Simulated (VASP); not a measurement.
# GaSb (Immm) in VASP: notebook

The runs below take GaSb through single point, with PBE.

All numbers are computed with VASP 6.6.1; they aren't measurements. Logs are shortened: lines on timing, memory, paths and dates and some standing lists are left out, and cuts for length are marked.

## Step 1: The crystal as given

The structure is orthorhombic, space group Immm (No. 71). The conventional cell has a = 3.112 Å, b = 5.350 Å, c = 5.787 Å, α = 90.00°, β = 90.00°, γ = 90.00°. Around Sb (site symmetry mmm) lie 6 Ga at 2.89 to 3.09 Å and 2 Sb at 3.11 Å. Around Ga (site symmetry mmm) lie 6 Sb at 2.89 to 3.09 Å and 2 Ga at 3.11 Å.

Measurements of this composition are mostly on another form, of space group No. 216.

## Step 2: Single point, PBE, spin-orbit coupling, no magnetisation

Input file INCAR:

```
SYSTEM = GaSb
PREC     = Accurate       ! precision mode
ENCUT    = 400            ! plane-wave cutoff, eV
EDIFF    = 1E-7           ! SCF threshold, eV
ISMEAR   = 0              ! smearing method
SIGMA    = 0.02           ! smearing width, eV
LREAL    = .False.        ! projectors in reciprocal space
LASPH    = .True.         ! aspherical terms in the spheres
NELM     = 100            ! most SCF steps
ALGO     = Normal         ! electronic algorithm
ISIF     = 2              ! what is computed and relaxed
LWAVE    = .False.        ! write WAVECAR
LCHARG   = .False.        ! write CHGCAR
LNONCOLLINEAR= .True.         ! non-collinear magnetism
MAGMOM   = 0 0 0 0 0 0    ! initial moments
LORBIT   = 11             ! projections on sites
LSORBIT  = .True.         ! spin-orbit coupling
GGA_COMPAT= .False.      
GGA      = PE             ! functional
NBANDS   = 34             ! bands
```

Input file KPOINTS:

```
Automatic mesh
0
Gamma
  4 4 4
  0 0 0
```

Input file POSCAR:

```
GaSb
1.0
   -1.5559010000      2.6750030000      2.8933130000
    1.5559010000     -2.6750030000      2.8933130000
    1.5559010000      2.6750030000     -2.8933130000
Sb Ga
1 1
Direct
    0.5000000000      0.5000000000      0.0000000000
    0.0000000000      0.0000000000      0.0000000000
```

Potentials or basis: VASP PAW PBE potentials, release 64 (Sb, Ga_d).

The run is started by

```console
cat potpaw_PBE.64/Sb/POTCAR potpaw_PBE.64/Ga_d/POTCAR > POTCAR
mpirun -np 1 vasp_ncl > vasp.out
```

OUTCAR:

```text
SYSTEM = GaSb
   PREC = Accurate
   ENCUT = 400
   EDIFF = 1E-7
   ISMEAR = 0
   LREAL = .False.
   LASPH = .True.
   NELM = 100
   ISIF = 2
   LNONCOLLINEAR = .True.
   LORBIT = 11
   LSORBIT = .True.
   GGA = PE

 Found     18 irreducible k-points:

 Following reciprocal coordinates:
            Coordinates               Weight
  0.000000  0.000000  0.000000      1.000000
  0.250000  0.000000 -0.000000      4.000000
  0.500000  0.000000 -0.000000      2.000000
  0.000000  0.250000  0.000000      4.000000
  0.250000  0.250000 -0.000000      8.000000
  0.500000  0.250000 -0.000000      8.000000
   k-points           NKPTS =     18   k-points in BZ     NKDIM =     18   number of bands    NBANDS=     34
   number of dos      NEDOS =    301   number of ions     NIONS =      2
   total plane-waves  NPLWV =  21952
   dimension x,y,z NGX =    28 NGY =   28 NGZ =   28
   dimension x,y,z NGXF=    56 NGYF=   56 NGZF=   56
   ions per type =               1   1
   NGX,Y,Z   is equivalent  to a cutoff of  10.99, 10.99, 10.99 a.u.
   NGXF,Y,Z  is equivalent  to a cutoff of  21.98, 21.98, 21.98 a.u.
 SYSTEM =  GaSb
   PREC   = accura    normal or accurate (medium, high low for compatibility)
   ISTART =      0    job   : 0-new  1-cont  2-samecut
   ICHARG =      2    charge: 1-file 2-atom 10-const
   ISPIN  =      1    spin polarized calculation?
   LNONCOLLINEAR =      T non collinear calculations
   LSORBIT =      T    spin-orbit coupling
   LASPH  =      T    aspherical Exc in radial PAW
   ENCUT  =  400.0 eV  29.40 Ry    5.42 a.u.   6.91  6.91  6.91*2*pi/ulx,y,z
   NELM   =    100;   NELMIN=  2; NELMDL= -5     # of ELM steps
   EDIFF  = 0.1E-06   stopping-criterion for ELM
   LREAL  =      F    real-space projection
   EDIFFG = 0.1E-05   stopping-criterion for IOM
   NSW    =      0    number of steps for IOM
   IBRION =     -1    ionic relax: 0-MD 1-quasi-New 2-CG
   NFREE  =      0    steps in history (QN), initial steepest desc. (CG)
   ISIF   =      2    stress and relaxation
   ISYM   =      2    0-nonsym 1-usesym 2-fastsym
   POTIM  = 0.5000    time-step for ionic-motion
   TEBEG  =    0.0;   TEEND  =   0.0 temperature during run
   PSTRESS=    0.0 pullay stress
   NELECT =      18.0000    total number of electrons
   NUPDOWN=      -1.0000    fix difference up-down
   EMIN   =  10.00;   EMAX   =-10.00  energy-range for DOS
   EFERMI =   0.00;   METHOD = LEGACY
   ISMEAR =     0;   SIGMA  =   0.02  broadening in eV -4-tet -1-fermi 0-gaus
   EFERMI_NEDOS =   21; number of points for ismear=-14 and -15
   IALGO  =     38    algorithm
   IMIX   =      4    mixing-type and parameters
     AMIX     =   0.40;   BMIX     =  1.00
     AMIX_MAG =   1.60;   BMIX_MAG =  1.00
  volume/ion in A,a.u.               =      24.08       162.53
  Fermi-wavevector in a.u.,A,eV,Ry     =   1.179176  2.228319 18.918287  1.390455
  Thomas-Fermi vector in A             =   2.315491
   LORBIT       =     11    0 simple, 1 ext, 2 COOP (PROOUT), +10 PAW based schemes
[... 248 lines left out ...]
  energy-cutoff  :      400.00
  volume of cell :       48.17
      direct lattice vectors                 reciprocal lattice vectors
    -1.555901000  2.675003000  2.893313000     0.000000000  0.186915678  0.172812274
     1.555901000 -2.675003000  2.893313000     0.321357207  0.000000000  0.172812274
     1.555901000  2.675003000 -2.893313000     0.321357207  0.186915678  0.000000000

 POSITION                                       TOTAL-FORCE (eV/Angst)
 -----------------------------------------------------------------------------------
      0.00000      0.00000      2.89331         0.000000     -0.000000     -0.000000
      0.00000      0.00000      0.00000        -0.000000      0.000000      0.000000
 -----------------------------------------------------------------------------------
    total drift:                                0.000000     -0.000000     -0.000000

  FREE ENERGIE OF THE ION-ELECTRON SYSTEM (eV)
  ---------------------------------------------------
  free  energy   TOTEN  =        -6.9415924353 eV

  energy  without entropy=       -6.9408846398  energy(sigma->0) =       -6.94123854

 Spin-Orbit-Coupling matrix elements

 Ion:    1  E_soc:     -0.1459255
 l=   1
     0.0000000    -0.0251814    -0.0233061
    -0.0251814     0.0000000    -0.0240117
    -0.0233061    -0.0240117     0.0000000
 l=   2
     0.0000000    -0.0000127     0.0000000    -0.0000194    -0.0001742
    -0.0000127     0.0000000    -0.0000661    -0.0000109    -0.0000246
     0.0000000    -0.0000661     0.0000000    -0.0001197     0.0000000
    -0.0000194    -0.0000109    -0.0001197     0.0000000    -0.0000360
    -0.0001742    -0.0000246     0.0000000    -0.0000360     0.0000000
 l=   3
     0.0000000     0.0000000     0.0000000     0.0000000     0.0000000     0.0000000     0.0000000
     0.0000000     0.0000000     0.0000000     0.0000000     0.0000000     0.0000000     0.0000000
     0.0000000     0.0000000     0.0000000     0.0000000     0.0000000     0.0000000     0.0000000
     0.0000000     0.0000000     0.0000000     0.0000000     0.0000000     0.0000000     0.0000000
     0.0000000     0.0000000     0.0000000     0.0000000     0.0000000     0.0000000     0.0000000
     0.0000000     0.0000000     0.0000000     0.0000000     0.0000000     0.0000000     0.0000000
     0.0000000     0.0000000     0.0000000     0.0000000     0.0000000     0.0000000     0.0000000

 Ion:    2  E_soc:     -0.0111752
 l=   1
     0.0000000    -0.0012511    -0.0008539
    -0.0012511     0.0000000    -0.0011341
    -0.0008539    -0.0011341     0.0000000
 l=   2
     0.0000000    -0.0001568     0.0000000    -0.0001574    -0.0006478
    -0.0001568     0.0000000    -0.0004423    -0.0001696    -0.0001554
     0.0000000    -0.0004423     0.0000000    -0.0004528     0.0000000
    -0.0001574    -0.0001696    -0.0004528     0.0000000    -0.0001664
    -0.0006478    -0.0001554     0.0000000    -0.0001664     0.0000000
 l=   3
     0.0000000     0.0000000     0.0000000     0.0000000     0.0000000     0.0000000     0.0000000
     0.0000000     0.0000000     0.0000000     0.0000000     0.0000000     0.0000000     0.0000000
     0.0000000     0.0000000     0.0000000     0.0000000     0.0000000     0.0000000     0.0000000
     0.0000000     0.0000000     0.0000000     0.0000000     0.0000000     0.0000000     0.0000000
     0.0000000     0.0000000     0.0000000     0.0000000     0.0000000     0.0000000     0.0000000
     0.0000000     0.0000000     0.0000000     0.0000000     0.0000000     0.0000000     0.0000000
     0.0000000     0.0000000     0.0000000     0.0000000     0.0000000     0.0000000     0.0000000

 total charge

# of ion       s       p       d       tot
------------------------------------------
    1        1.193   1.162   0.038   2.393
    2        0.990   0.517   9.956  11.463
--------------------------------------------------
tot          2.184   1.678   9.995  13.857

 magnetization (x)

# of ion       s       p       d       tot
------------------------------------------
    1        0.000   0.000   0.000   0.000
    2        0.000   0.000   0.000   0.000
--------------------------------------------------
tot          0.000   0.000   0.000   0.000

 magnetization (y)

# of ion       s       p       d       tot
------------------------------------------
    1        0.000   0.000  -0.000   0.000
    2        0.000   0.000   0.000   0.000
--------------------------------------------------
tot          0.000   0.000  -0.000   0.000

 magnetization (z)

# of ion       s       p       d       tot
------------------------------------------
    1        0.000   0.000   0.000   0.000
    2        0.000  -0.000  -0.000   0.000
--------------------------------------------------
tot          0.000  -0.000   0.000   0.000
```

OSZICAR:

```text
N       E                     dE             d eps       ncg     rms          rms(c)
DAV:   1     0.110047860611E+03    0.11005E+03   -0.67460E+03  1358   0.121E+03
DAV:   2     0.713224322363E+01   -0.10292E+03   -0.97446E+02  1280   0.328E+02
DAV:   3    -0.654718493638E+01   -0.13679E+02   -0.13401E+02  1498   0.920E+01
DAV:   4    -0.696015745121E+01   -0.41297E+00   -0.41162E+00  1414   0.172E+01
DAV:   5    -0.697044824706E+01   -0.10291E-01   -0.10287E-01  1640   0.265E+00    0.271E+00
DAV:   6    -0.694411924448E+01    0.26329E-01   -0.53408E-02  1602   0.347E+00    0.152E+00
DAV:   7    -0.694188181628E+01    0.22374E-02   -0.10444E-02  1746   0.849E-01    0.900E-01
DAV:   8    -0.694162279652E+01    0.25902E-03   -0.88055E-04  1550   0.238E-01    0.205E-01
DAV:   9    -0.694159195953E+01    0.30837E-04   -0.48197E-04  1540   0.261E-01    0.350E-02
DAV:  10    -0.694159092949E+01    0.10300E-05   -0.56638E-05  1536   0.899E-02    0.108E-02
DAV:  11    -0.694159285720E+01   -0.19277E-05   -0.47311E-06  1410   0.248E-02    0.366E-03
DAV:  12    -0.694159274586E+01    0.11133E-06   -0.42114E-07  1512   0.593E-03    0.186E-03
DAV:  13    -0.694159258258E+01    0.16328E-06   -0.45233E-08   942   0.148E-03    0.652E-04
DAV:  14    -0.694159241622E+01    0.16636E-06   -0.14148E-08   734   0.110E-03    0.297E-04
DAV:  15    -0.694159243527E+01   -0.19048E-07   -0.22663E-09   734   0.468E-04
   1 F= -.69415924E+01 E0= -.69412385E+01  d E =-.707795E-03  mag=    -0.0000    -0.0000     0.0000
```

stdout:

```text
POSCAR found type information on POSCAR SbGa
 POSCAR found :  2 types and       2 ions
 scaLAPACK will be used
 LDA part: xc-table for (Slater+PW92), standard interpolation
 POSCAR, INCAR and KPOINTS ok, starting setup
 FFT: planning ... GRIDC
 FFT: planning ... GRID_SOFT
 FFT: planning ... GRID
 WAVECAR not read
 entering main loop
```

It took 87 s on 1 thread of Intel Xeon Platinum 8375C at 2.90GHz (Ice Lake), shared host; peak memory 0.25 GiB.

The run converged, but some of its settings lie outside the range that counts as converged, so its numbers aren't taken as properties of the crystal.

Results:

- Free energy: -6.9416 eV
- Pressure: -1.0 GPa
- Valence electrons inside the program's atomic spheres: Sb 2.39; Ga 11.46

Caveat: the k mesh is coarse (spacing up to 0.58 Å⁻¹), so the values aren't converged.

## Step 3: Single point, PBE, spin-orbit coupling, no magnetisation

INCAR, as its differences from that of step 2:

```diff
@@ -2,3 +2,3 @@
 PREC     = Accurate       ! precision mode
-ENCUT    = 400            ! plane-wave cutoff, eV
+ENCUT    = 500            ! plane-wave cutoff, eV
 EDIFF    = 1E-7           ! SCF threshold, eV
```

KPOINTS is that of step 2.

POSCAR is that of step 2.

Potentials or basis: VASP PAW PBE potentials, release 64 (Sb, Ga_d).

The run is started by

```console
cat potpaw_PBE.64/Sb/POTCAR potpaw_PBE.64/Ga_d/POTCAR > POTCAR
mpirun -np 1 vasp_ncl > vasp.out
```

It took 83 s on 1 thread of Intel Xeon Platinum 8375C at 2.90GHz (Ice Lake), shared host; peak memory 0.32 GiB.

These settings aren't checked as converged: the numbers below hold their error.

What came out:

- Free energy: -6.9425 eV
- Pressure: -0.9 GPa
- Valence electrons inside the program's atomic spheres: Sb 2.39; Ga 11.46

Caveat: the k mesh is coarse (spacing up to 0.58 Å⁻¹), so the values aren't converged.

## Step 4: Single point, PBE, spin-orbit coupling, no magnetisation

INCAR, as its differences from that of step 3:

```diff
@@ -2,3 +2,3 @@
 PREC     = Accurate       ! precision mode
-ENCUT    = 500            ! plane-wave cutoff, eV
+ENCUT    = 250            ! plane-wave cutoff, eV
 EDIFF    = 1E-7           ! SCF threshold, eV
```

Input file KPOINTS:

```
Automatic mesh
0
Gamma
  6 6 6
  0 0 0
```

POSCAR is that of step 3.

The run is started by

```console
cat potpaw_PBE.64/Sb/POTCAR potpaw_PBE.64/Ga_d/POTCAR > POTCAR
mpirun -np 1 vasp_ncl > vasp.out
```

It took 78 s on 1 thread of Intel Xeon Platinum 8375C at 2.90GHz (Ice Lake), shared host; peak memory 0.21 GiB.

The run converged, but a check on its numbers failed (symmetry, net force, bounds or a known fault of this set-up), so they aren't taken as properties of the crystal.

Caveat: the k mesh is coarse (spacing up to 0.39 Å⁻¹), so the values aren't converged; the cutoff lies under the usual one of these potentials, so the numbers hold a large basis-set error.

## Step 5: Single point, PBE, spin-orbit coupling, no magnetisation

INCAR, as its differences from that of step 4:

```diff
@@ -2,3 +2,3 @@
 PREC     = Accurate       ! precision mode
-ENCUT    = 250            ! plane-wave cutoff, eV
+ENCUT    = 400            ! plane-wave cutoff, eV
 EDIFF    = 1E-7           ! SCF threshold, eV
```

Input file KPOINTS:

```
Automatic mesh
0
Gamma
  5 5 5
  0 0 0
```

POSCAR is that of step 4.

The run is started by

```console
cat potpaw_PBE.64/Sb/POTCAR potpaw_PBE.64/Ga_d/POTCAR > POTCAR
mpirun -np 1 vasp_ncl > vasp.out
```

It took 2.1 min on 1 thread of Intel Xeon Platinum 8375C at 2.90GHz (Ice Lake), shared host; peak memory 0.26 GiB.

These settings aren't checked as converged: the numbers below hold their error.

Results:

| Property | Result |
| --- | --- |
| Free energy | -6.9476 eV |
| Pressure | 0.0 GPa |
| Valence electrons inside the program's atomic spheres | Sb 2.38; Ga 11.50 |

Caveat: the k mesh is coarse (spacing up to 0.47 Å⁻¹), so the values aren't converged.

## Step 6: Single point, PBE, spin-orbit coupling, no magnetisation

INCAR, as its differences from that of step 5:

```diff
@@ -2,3 +2,3 @@
 PREC     = Accurate       ! precision mode
-ENCUT    = 400            ! plane-wave cutoff, eV
+ENCUT    = 250            ! plane-wave cutoff, eV
 EDIFF    = 1E-7           ! SCF threshold, eV
```

Input file KPOINTS:

```
Automatic mesh
0
Gamma
  7 7 7
  0 0 0
```

POSCAR is that of step 5.

Potentials or basis: VASP PAW PBE potentials, release 64 (Sb, Ga_d).

The run is started by

```console
cat potpaw_PBE.64/Sb/POTCAR potpaw_PBE.64/Ga_d/POTCAR > POTCAR
mpirun -np 1 vasp_ncl > vasp.out
```

OUTCAR:

```text
SYSTEM = GaSb
   PREC = Accurate
   ENCUT = 250
   EDIFF = 1E-7
   ISMEAR = 0
   LREAL = .False.
   LASPH = .True.
   NELM = 100
   ISIF = 2
   LNONCOLLINEAR = .True.
   LORBIT = 11
   LSORBIT = .True.
   GGA = PE

 Found     64 irreducible k-points:

 Following reciprocal coordinates:
            Coordinates               Weight
  0.000000  0.000000  0.000000      1.000000
  0.142857  0.000000  0.000000      4.000000
  0.285714  0.000000 -0.000000      4.000000
  0.428571  0.000000 -0.000000      4.000000
  0.000000  0.142857 -0.000000      4.000000
  0.142857  0.142857 -0.000000      8.000000
   k-points           NKPTS =     64   k-points in BZ     NKDIM =     64   number of bands    NBANDS=     34
   number of dos      NEDOS =    301   number of ions     NIONS =      2
   total plane-waves  NPLWV =  13824
[... 344 lines left out ...]
     0.0000000     0.0000000     0.0000000     0.0000000     0.0000000     0.0000000     0.0000000
     0.0000000     0.0000000     0.0000000     0.0000000     0.0000000     0.0000000     0.0000000
     0.0000000     0.0000000     0.0000000     0.0000000     0.0000000     0.0000000     0.0000000
     0.0000000     0.0000000     0.0000000     0.0000000     0.0000000     0.0000000     0.0000000
     0.0000000     0.0000000     0.0000000     0.0000000     0.0000000     0.0000000     0.0000000
     0.0000000     0.0000000     0.0000000     0.0000000     0.0000000     0.0000000     0.0000000

 total charge

# of ion       s       p       d       tot
------------------------------------------
    1        1.199   1.161   0.035   2.395
    2        1.017   0.518   9.962  11.497
--------------------------------------------------
tot          2.216   1.679   9.997  13.892

 magnetization (x)

# of ion       s       p       d       tot
------------------------------------------
    1        0.000   0.000   0.000   0.000
    2        0.000   0.000   0.000   0.000
--------------------------------------------------
tot          0.000   0.000   0.000   0.000

 magnetization (y)

# of ion       s       p       d       tot
------------------------------------------
    1        0.000   0.000   0.000   0.000
    2        0.000   0.000   0.000   0.000
--------------------------------------------------
tot          0.000   0.000   0.000   0.000

 magnetization (z)

# of ion       s       p       d       tot
------------------------------------------
    1        0.000   0.000   0.000   0.000
    2       -0.000   0.000   0.000  -0.000
--------------------------------------------------
tot         -0.000   0.000   0.000   0.000
```

OSZICAR:

```text
N       E                     dE             d eps       ncg     rms          rms(c)
DAV:   1     0.851910763593E+02    0.85191E+02   -0.52949E+03  4668   0.905E+02
DAV:   2     0.253771224158E+01   -0.82653E+02   -0.78807E+02  4514   0.244E+02
DAV:   3    -0.689732269551E+01   -0.94350E+01   -0.93112E+01  5502   0.712E+01
DAV:   4    -0.710714876832E+01   -0.20983E+00   -0.20947E+00  4958   0.115E+01
DAV:   5    -0.711179170706E+01   -0.46429E-02   -0.46418E-02  5796   0.163E+00    0.278E+00
DAV:   6    -0.709138480218E+01    0.20407E-01   -0.48468E-02  5580   0.323E+00    0.156E+00
DAV:   7    -0.709026339912E+01    0.11214E-02   -0.87972E-03  6156   0.908E-01    0.929E-01
DAV:   8    -0.709029851290E+01   -0.35114E-04   -0.97473E-04  5386   0.250E-01    0.169E-01
DAV:   9    -0.709032544754E+01   -0.26935E-04   -0.39338E-04  5508   0.240E-01    0.322E-02
DAV:  10    -0.709032805147E+01   -0.26039E-05   -0.41488E-05  4796   0.544E-02    0.864E-03
DAV:  11    -0.709033010450E+01   -0.20530E-05   -0.29956E-06  5320   0.163E-02    0.359E-03
DAV:  12    -0.709032990009E+01    0.20441E-06   -0.22393E-07  4736   0.351E-03    0.269E-03
DAV:  13    -0.709032957585E+01    0.32424E-06   -0.32559E-08  2896   0.195E-03    0.684E-04
DAV:  14    -0.709032948108E+01    0.94763E-07   -0.11187E-08  2472   0.912E-04
   1 F= -.70903295E+01 E0= -.70902152E+01  d E =-.228613E-03  mag=    -0.0000     0.0000     0.0000
```

stdout:

```text
POSCAR found type information on POSCAR SbGa
 POSCAR found :  2 types and       2 ions
 scaLAPACK will be used
 LDA part: xc-table for (Slater+PW92), standard interpolation
 POSCAR, INCAR and KPOINTS ok, starting setup
 FFT: planning ... GRIDC
 FFT: planning ... GRID_SOFT
 FFT: planning ... GRID
 WAVECAR not read
 entering main loop
```

It took 1.8 min on 1 thread of Intel Xeon Platinum 8375C at 2.90GHz (Ice Lake), shared host; peak memory 0.22 GiB.

The run converged, but a check on its numbers failed (symmetry, net force, bounds or a known fault of this set-up), so they aren't taken as properties of the crystal.

Caveat: the cutoff lies under the usual one of these potentials, so the numbers hold a large basis-set error.
